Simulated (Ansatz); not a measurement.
The system is CuO (Tenorite).

```
Cu O
1.0
     2.34465   -1.71340    0.00000
     2.34465    1.71340    0.00000
    -0.86055    0.00000    5.05944
Cu O
2 2
Cartesian
  0.7420 -0.8457 2.5297
  1.1723 0.8457 0.0000
  1.6421 0.2841 3.8133
  2.0724 -0.2841 1.2836
```

Base run:

```yaml
Program: Ansatz 0.2.0
Functional: PBEsol
Potentials_or_basis: all-electron LAPW, scalar-relativistic
Cutoff: 426 eV
Density_cutoff: 1705 eV
Basis_error_allowed: 0.002 eV/atom
k_mesh: 10 × 10 × 5
Occupations: fermi-dirac, width 0.05 eV
Spin: no spin polarisation
Hubbard_terms: Cu d U = 6 eV
```

Its results: pressure 0.4 GPa; largest force 0.807 eV/Å.

**Question.** The run is repeated on the same cell with these changes: functional from PBEsol to LDA; hubbard terms from Cu d U = 6 eV to none. What comes out?

**Answer.** Pressure -9.4 GPa; largest force 0.792 eV/Å.

Several settings changed at once, so the effect can't be laid on one alone.

Caveats: the run has no spin polarisation, though such a crystal can be magnetic; U is the effective U less J, on atomic orbitals that reach past the spheres (some runs); U without spin polarisation on a metal has little footing (some runs).

Not every run made on this cell is shown here.
